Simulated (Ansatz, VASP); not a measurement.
**Two plane-wave programs on H**

File INCAR:

```
  PREC = Accurate
  ENCUT = 520
  EDIFF = 1E-6
  ISMEAR = 0
  SIGMA = 0.02
  LREAL = F
  LASPH = T
  NELM = 80
  ALGO = Normal
  ISIF = 2
  LWAVE = F
  LCHARG = T
  GGA = PE
  LELF = T
  LVHAR = T
  NBANDS = 10
```

KPOINTS

```
regular mesh
0
Gamma
  6 6 6
```

The input POSCAR:

```
H
1.0
    2.6234813799     -2.5669048168      0.0000000000
    2.6234813799      2.5669048168      0.0000000000
    0.0000000000      0.0000000000      4.1418180000
H
4
Direct
    0.9532956300      0.0467043700      0.0685088900
    0.4532956300      0.5467043700      0.4314911100
    0.5467043700      0.4532956300      0.5685088900
    0.0467043700      0.9532956300      0.9314911100
```

Input for Ansatz:

```yaml
crystal:
  lattice:
    - [2.6234813799, -2.5669048168, 0.0]
    - [2.6234813799, 2.5669048168, 0.0]
    - [0.0, 0.0, 4.141818]
  atoms:
    - { symbol: H, position: [0.95329563, 0.04670437, 0.06850889] }
    - { symbol: H, position: [0.45329563, 0.54670437, 0.43149111] }
    - { symbol: H, position: [0.54670437, 0.45329563, 0.56850889] }
    - { symbol: H, position: [0.04670437, 0.95329563, 0.93149111] }
basis:
  ecutwfc: 420
kpoints:
  mp_grid: { grid: [6, 6, 6] }
hamiltonian:
  xc: pbe
scf:
  occupations: { method: gaussian, width: 0.02 }
output:
  forces: true
  stress: true
  eigenvalues: true
  populations: true
```

Alike in both runs: task single point; functional PBE; k mesh 6 × 6 × 6; occupations gaussian, width 0.02 eV; no spin polarisation.

|  | VASP | Ansatz |
| --- | --- | --- |
| version | VASP 6.6.1 | Ansatz 0.2.0 |
| potentials or method | VASP PAW PBE potentials, release 64 (H) | scalar-relativistic, plane waves, PAW |
| plane-wave cutoff (eV) | 520 | 420 |
| valence electrons in the cell | 4 | 4 |

|  | VASP | Ansatz | Ansatz less VASP |
| --- | --- | --- | --- |
| gap on the k mesh at the Fermi level (eV) | 9.27 | 9.27 | +0.002 |
| least direct gap on the mesh (eV) | 9.88 | 9.88 | +0.002 |
| pressure (GPa) | 0.3 | 0.5 | +0.19 |
| largest component of the traceless stress (GPa) | 0.34 | 0.38 | +0.031 |
| rms of the force components (eV/Å) | 0.149 | 0.156 | +0.0073 |

Atom by atom the forces differ by 0.007 eV/Å (rms over components).

A k mesh can miss the band edges. A hybrid or GW would open this gap; PBE tends to underestimate it.
